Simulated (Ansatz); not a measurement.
# A Ag vacancy in rocksalt AgBr, 63 atoms, charge −1

Aim: the barrier for an atom's jump, from a relaxed start and a climbing-image band; single points by other levels frame it (PBEsol and HSE06).

Program: Ansatz 0.2.0, PAW, plane waves. These are calculated values, not measurements.

### Step 1. The system as built

63 atoms (32 Br, 31 Ag); a = 11.350 Å, b = 11.350 Å, c = 11.350 Å, α = 90.00°, β = 90.00°, γ = 90.00°. All atoms were shaken off their sites by about 0.02 Å along each axis. Defect site 1: (0.500, 0.500, 0.500).

The runs, in order: (2) PBEsol relaxation at the single k point (¼, ¼, ¼), on 1 × NVIDIA GB300 Max-Q with 8 threads of Arm Neoverse-V2; (3) HSE06 single point at the single k point (¼, ¼, ¼), on 1 × NVIDIA GB300 Max-Q with 8 threads of Arm Neoverse-V2; (4) PBEsol band at the single k point (¼, ¼, ¼), on 1 × NVIDIA GB300 Max-Q with 8 threads of Arm Neoverse-V2; (5) HSE06 single point at the single k point (¼, ¼, ¼), on 1 × NVIDIA GB300 Max-Q with 8 threads of Arm Neoverse-V2.

### Step 2. PBEsol relaxation in the fixed cell

Input file in.yaml:

```yaml
crystal:
  lattice:
    - [11.349668, 0.000000, 0.000000]
    - [0.000000, 11.349668, 0.000000]
    - [0.000000, 0.000000, 11.349668]
  atoms:
    - { symbol: Br, position: [0.249297, 0.001478, 0.999128] }
    - { symbol: Br, position: [0.252831, 0.999913, 0.499493] }
    - { symbol: Br, position: [0.250883, 0.499867, 0.001876] }
    - { symbol: Br, position: [0.253021, 0.499702, 0.498424] }
    - { symbol: Br, position: [0.750891, 0.000760, 0.998383] }
    - { symbol: Br, position: [0.751117, 0.999224, 0.497639] }
    - { symbol: Br, position: [0.749765, 0.498597, 0.000446] }
    - { symbol: Br, position: [0.748709, 0.499761, 0.501957] }
    - { symbol: Br, position: [0.000586, 0.249429, 0.997783] }
    - { symbol: Br, position: [0.002464, 0.249574, 0.499596] }
    - { symbol: Br, position: [0.999087, 0.751454, 0.997547] }
    - { symbol: Br, position: [0.999998, 0.752252, 0.502518] }
    - { symbol: Br, position: [0.501543, 0.250437, 0.002367] }
    - { symbol: Br, position: [0.497715, 0.251524, 0.501754] }
    - { symbol: Br, position: [0.500450, 0.749501, 0.000255] }
    - { symbol: Br, position: [0.496637, 0.750415, 0.501413] }
    - { symbol: Br, position: [0.000796, 0.999855, 0.248099] }
    - { symbol: Br, position: [0.001066, 0.000286, 0.749010] }
    - { symbol: Br, position: [0.999892, 0.497645, 0.250080] }
    - { symbol: Br, position: [0.004298, 0.497044, 0.750157] }
    - { symbol: Br, position: [0.497438, 0.998664, 0.251583] }
    - { symbol: Br, position: [0.499012, 0.999524, 0.749505] }
    - { symbol: Br, position: [0.500943, 0.502198, 0.251271] }
    - { symbol: Br, position: [0.499041, 0.502659, 0.751329] }
    - { symbol: Br, position: [0.250480, 0.254607, 0.252116] }
    - { symbol: Br, position: [0.249792, 0.247801, 0.749057] }
    - { symbol: Br, position: [0.250279, 0.751115, 0.249067] }
    - { symbol: Br, position: [0.251444, 0.751288, 0.749664] }
    - { symbol: Br, position: [0.750469, 0.248751, 0.251162] }
    - { symbol: Br, position: [0.751458, 0.253714, 0.748597] }
    - { symbol: Br, position: [0.748021, 0.750724, 0.248625] }
    - { symbol: Br, position: [0.753058, 0.748312, 0.749111] }
    - { symbol: Ag, position: [0.999617, 0.997914, 0.002102] }
    - { symbol: Ag, position: [0.000198, 0.998282, 0.499841] }
    - { symbol: Ag, position: [0.995364, 0.496836, 0.999449] }
    - { symbol: Ag, position: [0.002319, 0.495880, 0.500863] }
    - { symbol: Ag, position: [0.501049, 0.000592, 0.999221] }
    - { symbol: Ag, position: [0.498286, 0.001435, 0.500011] }
    - { symbol: Ag, position: [0.497151, 0.498459, 0.998307] }
    - { symbol: Ag, position: [0.250652, 0.248652, 0.997936] }
    - { symbol: Ag, position: [0.256979, 0.251797, 0.501094] }
    - { symbol: Ag, position: [0.249077, 0.751563, 0.997605] }
    - { symbol: Ag, position: [0.246674, 0.744527, 0.502020] }
    - { symbol: Ag, position: [0.748334, 0.250181, 0.999403] }
    - { symbol: Ag, position: [0.748464, 0.252137, 0.500128] }
    - { symbol: Ag, position: [0.749182, 0.750330, 0.999413] }
    - { symbol: Ag, position: [0.750335, 0.748990, 0.499912] }
    - { symbol: Ag, position: [0.252450, 0.000944, 0.252400] }
    - { symbol: Ag, position: [0.249497, 0.000284, 0.746983] }
    - { symbol: Ag, position: [0.249124, 0.500400, 0.247513] }
    - { symbol: Ag, position: [0.249275, 0.503232, 0.750966] }
    - { symbol: Ag, position: [0.749476, 0.998820, 0.251369] }
    - { symbol: Ag, position: [0.753281, 0.002223, 0.751363] }
    - { symbol: Ag, position: [0.749827, 0.501168, 0.251048] }
    - { symbol: Ag, position: [0.751515, 0.498262, 0.751376] }
    - { symbol: Ag, position: [0.999405, 0.252091, 0.250804] }
    - { symbol: Ag, position: [0.001877, 0.251138, 0.746969] }
    - { symbol: Ag, position: [0.000410, 0.753751, 0.253495] }
    - { symbol: Ag, position: [0.998090, 0.747867, 0.750710] }
    - { symbol: Ag, position: [0.496459, 0.251465, 0.250612] }
    - { symbol: Ag, position: [0.500677, 0.251851, 0.753669] }
    - { symbol: Ag, position: [0.497242, 0.747307, 0.250719] }
    - { symbol: Ag, position: [0.498527, 0.752271, 0.750930] }
  symmetry: { detect: false }
kpoints:
  mp_grid: { grid: [1, 1, 1], shift: [0.25, 0.25, 0.25] }
hamiltonian:
  xc: pbesol
total_charge: -1
scf:
  occupations: { method: fermi_dirac, width: 0.01 }
relax:
  f_tol: 0.03
  max_steps: 80
  escape_saddle: false
  adjacent_minimum: "off"
output:
  forces: true
  eigenvalues: true
  populations: true
  charged_corrections: { epsilon: 12.4 }
```

Command:

```console
ansatz run in.yaml --threads 8 --pin off --max-ram 118750MiB --runs-dir r --events-out ev --progress --plain --backend cuda --devices 0,
```

Further steps of the session: HSE06 on the final geometry; Elastic band between the two sites; Single point with HSE06.

Before running it: what results should come out? Wanted: for each run, top filled to lowest empty.

As calculated:

```
                   level         time  top filled to lowest empty (eV)
      PBEsol, relaxation  5.6 s (GPU)                             1.64
                   HSE06   53 s (GPU)                             3.10
HSE06, at the band's top   50 s (GPU)                             3.07
```

```
                   quantity                             value
                 relaxation  3 recorded steps, 0.26 eV gained
              largest shift     0.14 Å (Br4 and others alike)
barrier forwards, backwards                     0.14, 0.14 eV
                       jump                      Ag by 3.91 Å
            band iterations                                21
    top less start by HSE06                           0.27 eV
```

The relaxation lowers the energy by 0.26 eV; the largest shift is 0.14 Å (Br4 and others alike). The PBEsol barrier is 0.14 eV forwards and 0.14 eV back, about 5 times kT at 300 K, without charge corrections. The cell's size and k points aren't converged for it. The top is a first-order saddle. On the same two geometries HSE06 gives 0.27 eV. At the same k points, PBEsol gives a spacing 1.46 eV smaller than the 3.10 eV of HSE06. In a defect cell this spacing can involve defect levels, so it need not be the gap. No spin–orbit coupling is included; with elements this heavy it would shift the edges.
